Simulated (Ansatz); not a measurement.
# HfO2 (P4_2/nmc) in Ansatz: further runs

Runs on HfO2. Level: PBEsol. Tasks: single point.

All numbers are computed with Ansatz 0.2.0; they aren't measurements. Logs are shortened: lines on timing, memory, paths and dates and some standing lists are left out, and cuts for length are marked.

### Step 1. The crystal as given

It takes space group P4_2/nmc (No. 137, tetragonal). The conventional cell has a = 3.558 Å, b = 3.558 Å, c = 5.172 Å, α = 90.00°, β = 90.00°, γ = 90.00°. Around Hf (site symmetry -4m2) lie 4 O at 2.05 Å. Around O (site symmetry 2mm) lie 2 Hf at 2.05 Å.

Measurements of this composition are mostly on another form, of space group No. 14.

### Step 2. Single point, PBEsol, 10.26 Å³/atom (volume scaled by 0.94)

The input, input.yaml:

```yaml
crystal:
  lattice:
    - [3.4853863102, 0.0, 0.0]
    - [0.0, 3.4853863102, 0.0]
    - [0.0, 0.0, 5.0662833975]
  atoms:
    - { symbol: Hf, position: [0.0, 0.0, 0.0] }
    - { symbol: Hf, position: [0.5, 0.5, 0.5] }
    - { symbol: O, position: [0.0, 0.5, 0.19720788] }
    - { symbol: O, position: [0.5, 0.0, 0.30279212] }
    - { symbol: O, position: [0.5, 0.0, 0.80279212] }
    - { symbol: O, position: [0.0, 0.5, 0.69720788] }
kpoints:
  mp_grid: { grid: [8, 8, 5] }
scf:
  occupations: { method: fermi_dirac, width: 0.05 }
hamiltonian:
  xc: pbesol
  pseudopotentials: { kind: all_electron, lapw: { basis_error: 0.001 } }
output:
  forces: true
  stress: true
  eigenvalues: true
```

Potentials or basis: all-electron LAPW, scalar-relativistic.

Launch:

```console
$ ansatz run input.yaml --threads 4 --pin off --max-ram 12288MiB --backend cpu --events-out ev --progress --plain --runs-dir out
```

The log of the run:

```text
Warning: RAYON_NUM_THREADS=4 ignored (pool sized by the plan → 4); use --threads N
LAPW: plane waves up to 11.026 Å⁻¹, error target 1.0e-3 eV per atom; small_component_spin mean_spin; O in spheres of 0.852 Å, 8 of its electrons in bands, Dirac shells []; Hf in spheres of 1.157 Å, 44 of its electrons in bands, Dirac shells [] (how accurate: hamiltonian.pseudopotentials.lapw.basis_error, Limitations)
Engine: ansatz 0.2.0, x86_64-unknown-linux-gnu
Pseudopotentials: kind: all_electron
Pseudopotential: Hf, LAPW, valence charge 44, lapw/all_electron/scalar/gaussian/Hf, Koelling and Harmon's equation, gaussian nucleus
Pseudopotential: O, LAPW, valence charge 8, lapw/all_electron/scalar/gaussian/O, Koelling and Harmon's equation, gaussian nucleus
Functional definition: PBEsol
  exchange = pbesol_x
  correlation = pbesol_c
Crystal: 6 atoms, lattice volume = 61.545 Å³
Basis set: ecut = 463.21247114505684 eV, 1393 PW (Γ), exchange–correlation at level 2
Bands: 72, of which v1, the nominal top of the filled ones, is band 60 counted from 1 (59 counted from 0)
Symmetry: 16 space group operations
Space group: P42/nmc (ITA 137), of the structure as read, at distance tolerance 3.9e-5 Å
k-points: 45 of 320
Non-local potential: Hf, projectors of the file, none
Non-local potential: O, projectors of the file, none
Initial density: superposition of atomic densities (chi_scale 0.1, normalization cell, long waves kept (reshape's long-wave potential 0.00 eV rms))
Initial wavefunctions: plane waves of lowest kinetic energy (no species holds an atomic orbital)
Functional: x = pbesol(κ = 0.804, μ = 0.12345679012345678), c = pbesol(β = 0.046)
iter 1 solved again at ethr=1.30e-2 eV; its pass at ethr=1.00e-1 eV (dr2=1.56e1 eV) is discarded
SCF iter   1: F=—  HF=-828439.148848 eV  |F-HF|=—  |Δ(HF+E_count)|=         —  Δρ=1.55e-1  dr2=1.56e1  ethr=1.30e-2  ⟨swp⟩=2.0  Hψ=20186  notcnv=0
preconditioner: auto → Resta (q_TF=auto, 3.049 Å⁻¹)  ε∞=5.1  [insulator: Δε(μ)=7.657 eV  Ē_g=19.946 eV  σ=0.050 eV  W_gap=1.00  n_scr=28 (ndim 8)  ℏωp=40.2 eV  f_vac=0.034  D(μ)=0.00/eV (n_scr^D=0)  ε∞_Penn≈5.1]
iter 2 solved again at ethr=4.49e-4 eV; its pass at ethr=1.30e-2 eV (dr2=5.39e-1 eV) is discarded
SCF iter   2: F=—  HF=-828432.007190 eV  |F-HF|=—  |Δ(HF+E_count)|=    7.14e0  Δρ=3.33e-2  dr2=5.38e-1  ethr=4.49e-4  ⟨swp⟩=2.0  Hψ=16089  notcnv=0
SCF iter   3: F=—  HF=-828431.797960 eV  |F-HF|=—  |Δ(HF+E_count)|=         —  Δρ=3.44e-2  dr2=8.65e-1  ethr=4.49e-4  ⟨swp⟩=2.3  Hψ=9880  notcnv=0
the basis was enlarged: its passes take 823.3 KiB over the memory plan, 4 of 4 planned eigensolver slots
SCF iter   4: F=—  HF=-828431.899712 eV  |F-HF|=—  |Δ(HF+E_count)|=   1.02e-1  Δρ=9.57e-3  dr2=6.28e-2  ethr=4.49e-4  ⟨swp⟩=2.0  Hψ=9659  notcnv=0
SCF iter   5: F=—  HF=-828431.660478 eV  |F-HF|=—  |Δ(HF+E_count)|=   2.39e-1  Δρ=4.63e-3  dr2=9.86e-3  ethr=5.24e-5  ⟨swp⟩=2.0  Hψ=9848  notcnv=0
SCF iter   6: F=—  HF=-828431.657056 eV  |F-HF|=—  |Δ(HF+E_count)|=   3.42e-3  Δρ=2.28e-3  dr2=4.14e-3  ethr=8.21e-6  ⟨swp⟩=3.0  Hψ=10186  notcnv=0
SCF iter   7: F=—  HF=-828431.656324 eV  |F-HF|=—  |Δ(HF+E_count)|=   7.32e-4  Δρ=6.09e-4  dr2=3.09e-4  ethr=3.45e-6  ⟨swp⟩=2.0  Hψ=9347  notcnv=0
SCF iter   8: F=—  HF=-828431.656495 eV  |F-HF|=—  |Δ(HF+E_count)|=   1.71e-4  Δρ=1.42e-4  dr2=1.71e-5  ethr=2.57e-7  ⟨swp⟩=3.0  Hψ=9797  notcnv=0
SCF iter   9: F=—  HF=-828431.656503 eV  |F-HF|=—  |Δ(HF+E_count)|=   8.26e-6  Δρ=4.77e-5  dr2=2.13e-6  ethr=1.42e-8  ⟨swp⟩=3.0  Hψ=9679  notcnv=0
SCF iter  10: F=-828431.656502 eV  HF=-828431.656502 eV  |F-HF|=2.42e-8  |Δ(HF+E_count)|=   7.75e-7  Δρ=7.45e-6  dr2=4.62e-8  ethr=1.78e-9  ⟨swp⟩=2.5  Hψ=9386  notcnv=0
SCF 1 converged in 10 iterations: F = -828431.656502 eV  dr2 = 4.62e-8
SCF converged after 10 iterations
Free energy (F): -828431.656502 eV
Harris-Foulkes:  -828431.656502 eV  (|F-HF|=2.42e-8)
Internal energy: -828431.656502 eV  (E = F + TS)
E sigma→0 (E₀):  -828431.656502 eV
Fermi energy:    19.060113 eV
--- Per-component energies (eV) ---
  E_band       = -13510.122928
  E_kinetic    = 920788.675735
  E_xc         = -17495.409218
  E_electrostatic = -1731724.923020  (all electrons and nuclei)
  E_smearing   = -0.000000  (= −TS)
  E_closure    = 0.000000  (closes the sum)
  E_atoms      = -828374.154090  (free atoms, spherical and without spin; not in F)
  Σ components = -828431.656502   (vs F -828431.656502, Δ=0.00e0)
  Basis errors (estimates in eV, not in F): energy 4.4e-4 per atom: plane waves 4.0e-4 (2.3e-4 summed), levels above the bands 3.7e-96, relativity 4.7e-8, radial functions 3.9e-5, core shells 3.3e-11; eigenvalues (radial functions only) 2.9e-6; not estimated: angular momenta, meshes, grids; target (lapw.basis_error) 1.0e-3; muffin-tin radii O 0.852 Å, Hf 1.157 Å
--- Forces (eV/Å), atoms counted from 1 ---
  atom   1  Hf     0.00000000     0.00000000    -0.00000000
  atom   2  Hf    -0.00000000     0.00000000     0.00000000
  atom   3  O     -0.00000000     0.00000000     0.46389504
  atom   4  O      0.00000000     0.00000000    -0.46389504
  atom   5  O      0.00000000     0.00000000    -0.46389504
  atom   6  O      0.00000000     0.00000000     0.46389504
  max |Σ_I F_I| component: 4.34e-19 eV/Å
--- Stress (GPa, compression-positive) ---
       21.500153      -0.000000      -0.000000
       -0.000000      21.500153       0.000000
       -0.000000       0.000000      18.427784
  P = ⅓ Tr σ = 20.4760 GPa (204.760 kbar)
--- Band table (eV; the first three rows and the last of 45) ---
  k-point 0: bands = ["-487.2783", "-487.2783", "-485.1207", "-485.1207", "-485.1207", "-485.1207", "-354.1823", "-354.1823", "-354.1685", "-354.1685", "-354.1685", "-354.1685", "-182.2878", "-182.2878", "-182.2736", "-182.2736", "-182.2647", "-182.2647", "-182.2647", "-182.2647", "-182.2512", "-182.2512", "-43.1788", "-43.1540", "-12.4693", "-11.9868", "-11.9868", "-11.8685", "-11.8341", "-11.8341", "-1.8265", "-0.0489", "0.5304", "0.9236", "6.9478", "6.9478", "6.9612", "6.9699", "6.9699", "6.9834", "6.9925", "6.9962", "6.9962", "7.0261", "7.0274", "7.0274", "7.0452", "7.2221", "10.7986", "11.3655", "11.6095", "11.6095", "13.8285", "13.8285", "15.2108", "15.2108", "15.8065", "16.4562", "16.4677", "16.4677", "21.4177", "21.4264", "22.8439", "23.0866", "23.4362", "24.6796", "26.3038", "26.3038", "28.2963", "28.2963", "28.8376", "30.9838"]
  k-point 1: bands = ["-487.2783", "-487.2783", "-485.1207", "-485.1207", "-485.1207", "-485.1207", "-354.1823", "-354.1823", "-354.1685", "-354.1685", "-354.1685", "-354.1685", "-182.2878", "-182.2878", "-182.2736", "-182.2736", "-182.2647", "-182.2647", "-182.2647", "-182.2647", "-182.2512", "-182.2512", "-43.1765", "-43.1564", "-12.4178", "-11.9724", "-11.9724", "-11.9327", "-11.8488", "-11.8488", "-1.6286", "0.0390", "0.2467", "0.8444", "6.9502", "6.9502", "6.9594", "6.9721", "6.9721", "6.9940", "6.9940", "6.9956", "7.0009", "7.0228", "7.0231", "7.0240", "7.0240", "7.1869", "11.1795", "11.7354", "11.7354", "11.8099", "13.4009", "13.4009", "15.1338", "15.5553", "15.5553", "15.8320", "16.4951", "16.4951", "21.5572", "21.6633", "22.8539", "22.8907", "23.9379", "25.3302", "26.3617", "26.3617", "27.9494", "27.9494", "28.4184", "28.6287"]
  k-point 2: bands = ["-487.2783", "-487.2783", "-485.1207", "-485.1207", "-485.1207", "-485.1207", "-354.1823", "-354.1823", "-354.1685", "-354.1685", "-354.1685", "-354.1685", "-182.2878", "-182.2878", "-182.2736", "-182.2736", "-182.2647", "-182.2647", "-182.2647", "-182.2647", "-182.2512", "-182.2512", "-43.1703", "-43.1626", "-12.2779", "-12.0931", "-11.9348", "-11.9348", "-11.8869", "-11.8869", "-1.0961", "-0.3927", "0.2783", "0.5913", "6.9557", "6.9557", "6.9656", "6.9731", "6.9731", "6.9873", "6.9932", "6.9932", "7.0039", "7.0143", "7.0168", "7.0168", "7.0450", "7.1124", "12.0957", "12.0957", "12.2304", "12.7195", "12.7195", "12.9533", "13.6898", "14.4416", "15.9482", "15.9482", "16.5381", "16.5381", "21.9215", "22.2583", "22.4252", "22.7670", "24.9425", "26.3897", "26.5870", "26.5870", "26.6578", "27.3009", "27.3009", "27.8640"]
  k-point 44: bands = ["-487.2783", "-487.2783", "-485.1207", "-485.1207", "-485.1207", "-485.1207", "-354.1823", "-354.1823", "-354.1685", "-354.1685", "-354.1685", "-354.1685", "-182.2878", "-182.2878", "-182.2736", "-182.2736", "-182.2647", "-182.2647", "-182.2647", "-182.2647", "-182.2512", "-182.2512", "-43.1502", "-43.1502", "-12.3732", "-12.3732", "-12.2433", "-12.2433", "-12.0126", "-12.0126", "0.3885", "0.3885", "0.5813", "0.5813", "6.9277", "6.9277", "6.9649", "6.9649", "6.9702", "6.9702", "6.9713", "6.9713", "6.9730", "6.9730", "7.0262", "7.0262", "7.0441", "7.0441", "11.2991", "11.2991", "12.2702", "12.2702", "14.2486", "14.2486", "14.8745", "14.8745", "15.0539", "15.0539", "16.5402", "16.5402", "22.8234", "22.8234", "23.1466", "23.1466", "24.5070", "24.5070", "24.5934", "24.5934", "26.4995", "26.4995", "30.8226", "30.8226"]
```

Run time: 47 s. Hardware: 4 threads of AMD EPYC 7R43 (Zen 3), shared host; peak memory 0.94 GiB.

Results:

```
Free energy            : -828431.6565 eV
Pressure               : 20.5 GPa
Largest force          : 0.464 eV/Å
Band gap on the k mesh : 4.86 eV, indirect (least direct gap 4.95 eV)
```

Caveat: spin-orbit coupling is left out, which moves the levels of the heavy elements; an odd mesh through Γ misses points on the zone boundary, where band edges often lie.

### Step 3. Single point, PBEsol, 10.48 Å³/atom (volume scaled by 0.96)

Changes to input.yaml since step 2:

```diff
@@ -2,5 +2,5 @@
   lattice:
-    - [3.4853863102, 0.0, 0.0]
-    - [0.0, 3.4853863102, 0.0]
-    - [0.0, 0.0, 5.0662833975]
+    - [3.5099320929, 0.0, 0.0]
+    - [0.0, 3.5099320929, 0.0]
+    - [0.0, 0.0, 5.1019626251]
   atoms:
```

Potentials or basis: all-electron LAPW, scalar-relativistic.

Launch:

```console
$ ansatz run input.yaml --threads 4 --pin off --max-ram 12288MiB --backend cpu --events-out ev --progress --plain --runs-dir out
```

Wall time 47 s (4 threads of AMD EPYC 7R43 (Zen 3), shared host); peak memory 0.93 GiB.

The run converged. Its results:

```yaml
Free_energy: -828431.7954 eV
Pressure: 13.6 GPa
Largest_force: 0.330 eV/Å
Band_gap_on_the_k_mesh: 4.79 eV, indirect (least direct gap 4.87 eV)
```

Caveat: spin-orbit coupling is left out, which moves the levels of the heavy elements; an odd mesh through Γ misses points on the zone boundary, where band edges often lie.

### Step 4. Single point, PBEsol, 10.69 Å³/atom (volume scaled by 0.98)

Changes to input.yaml since step 3:

```diff
@@ -2,5 +2,5 @@
   lattice:
-    - [3.5099320929, 0.0, 0.0]
-    - [0.0, 3.5099320929, 0.0]
-    - [0.0, 0.0, 5.1019626251]
+    - [3.5341392861, 0.0, 0.0]
+    - [0.0, 3.5341392861, 0.0]
+    - [0.0, 0.0, 5.1371496862]
   atoms:
```

Launch:

```console
$ ansatz run input.yaml --threads 4 --pin off --max-ram 12288MiB --backend cpu --events-out ev --progress --plain --runs-dir out
```

Wall time 43 s (4 threads of AMD EPYC 7R43 (Zen 3), shared host); peak memory 0.92 GiB.

It converged, with:

- Free energy: -828431.8812 eV
- Pressure: 7.5 GPa
- Largest force: 0.206 eV/Å
- Band gap on the k mesh: 4.72 eV, indirect (least direct gap 4.79 eV)

Caveat: spin-orbit coupling is left out, which moves the levels of the heavy elements; an odd mesh through Γ misses points on the zone boundary, where band edges often lie.

### Step 5. Single point, PBEsol, 10.91 Å³/atom

Changes to input.yaml since step 4:

```diff
@@ -2,5 +2,5 @@
   lattice:
-    - [3.5341392861, 0.0, 0.0]
-    - [0.0, 3.5341392861, 0.0]
-    - [0.0, 0.0, 5.1371496862]
+    - [3.55801933, 0.0, 0.0]
+    - [0.0, 3.55801933, 0.0]
+    - [0.0, 0.0, 5.17186121]
   atoms:
```

Launch:

```console
$ ansatz run input.yaml --threads 4 --pin off --max-ram 12288MiB --backend cpu --events-out ev --progress --plain --runs-dir out
```

Wall time 45 s (4 threads of AMD EPYC 7R43 (Zen 3), shared host); peak memory 0.89 GiB.

Results (log left out):

```yaml
Free_energy: -828431.9191 eV
Pressure: 1.9 GPa
Largest_force: 0.090 eV/Å
Band_gap_on_the_k_mesh: 4.65 eV, indirect (least direct gap 4.71 eV)
```

Caveat: spin-orbit coupling is left out, which moves the levels of the heavy elements; an odd mesh through Γ misses points on the zone boundary, where band edges often lie.

### Step 6. Single point, PBEsol, 11.13 Å³/atom (volume scaled by 1.02)

Changes to input.yaml since step 5:

```diff
@@ -2,5 +2,5 @@
   lattice:
-    - [3.55801933, 0.0, 0.0]
-    - [0.0, 3.55801933, 0.0]
-    - [0.0, 0.0, 5.17186121]
+    - [3.5815830586, 0.0, 0.0]
+    - [0.0, 3.5815830586, 0.0]
+    - [0.0, 0.0, 5.2061129447]
   atoms:
```

Potentials or basis: all-electron LAPW, scalar-relativistic.

Launch:

```console
$ ansatz run input.yaml --threads 4 --pin off --max-ram 12288MiB --backend cpu --events-out ev --progress --plain --runs-dir out
```

Run time: 50 s. Hardware: 4 threads of AMD EPYC 7R43 (Zen 3), shared host; peak memory 0.91 GiB.

The run converged. Its results:

```
Free energy            : -828431.9139 eV
Pressure               : -3.1 GPa
Largest force          : 0.018 eV/Å
Band gap on the k mesh : 4.57 eV, indirect (least direct gap 4.64 eV)
```

Caveat: spin-orbit coupling is left out, which moves the levels of the heavy elements; an odd mesh through Γ misses points on the zone boundary, where band edges often lie.

### Step 7. Single point, PBEsol, 11.35 Å³/atom (volume scaled by 1.04)

Changes to input.yaml since step 6:

```diff
@@ -2,5 +2,5 @@
   lattice:
-    - [3.5815830586, 0.0, 0.0]
-    - [0.0, 3.5815830586, 0.0]
-    - [0.0, 0.0, 5.2061129447]
+    - [3.6048407432, 0.0, 0.0]
+    - [0.0, 3.6048407432, 0.0]
+    - [0.0, 0.0, 5.2399198202]
   atoms:
```

Launch:

```console
$ ansatz run input.yaml --threads 4 --pin off --max-ram 12288MiB --backend cpu --events-out ev --progress --plain --runs-dir out
```

It took 51 s on 4 threads of AMD EPYC 7R43 (Zen 3), shared host; peak memory 0.9 GiB.

The run converged. Its results:

```yaml
Free_energy: -828431.8697 eV
Pressure: -7.6 GPa
Largest_force: 0.119 eV/Å
Band_gap_on_the_k_mesh: 4.50 eV, indirect (least direct gap 4.56 eV)
```

Caveat: spin-orbit coupling is left out, which moves the levels of the heavy elements; an odd mesh through Γ misses points on the zone boundary, where band edges often lie.

### Step 8. Single point, PBEsol, 11.57 Å³/atom (volume scaled by 1.06)

Changes to input.yaml since step 7:

```diff
@@ -2,5 +2,5 @@
   lattice:
-    - [3.6048407432, 0.0, 0.0]
-    - [0.0, 3.6048407432, 0.0]
-    - [0.0, 0.0, 5.2399198202]
+    - [3.6278021313, 0.0, 0.0]
+    - [0.0, 3.6278021313, 0.0]
+    - [0.0, 0.0, 5.2732960055]
   atoms:
```

Launch:

```console
$ ansatz run input.yaml --threads 4 --pin off --max-ram 12288MiB --backend cpu --events-out ev --progress --plain --runs-dir out
```

Wall time 50 s (4 threads of AMD EPYC 7R43 (Zen 3), shared host); peak memory 0.9 GiB.

The run converged. Its results:

| Quantity | Value |
| --- | --- |
| Free energy | -828431.7904 eV |
| Pressure | -11.7 GPa |
| Largest force | 0.213 eV/Å |
| Band gap on the k mesh | 4.43 eV, indirect (least direct gap 4.49 eV) |

Caveat: spin-orbit coupling is left out, which moves the levels of the heavy elements; an odd mesh through Γ misses points on the zone boundary, where band edges often lie.

### Step 9. The reference run

An earlier run on the cell as given: functional PBEsol; potentials or basis all-electron LAPW, scalar-relativistic; cutoff 442 eV (chosen from the basis error); basis error allowed 0.001 eV/atom; k mesh 8 × 8 × 5; occupations fermi-dirac, width 0.05 eV; no spin polarisation.

- Pressure: 1.9 GPa
- Largest force: 0.090 eV/Å
- Band gap on the k mesh: 4.65 eV, indirect (least direct gap 4.71 eV)
- Loewdin charges: Hf +1.38; O -0.64 e
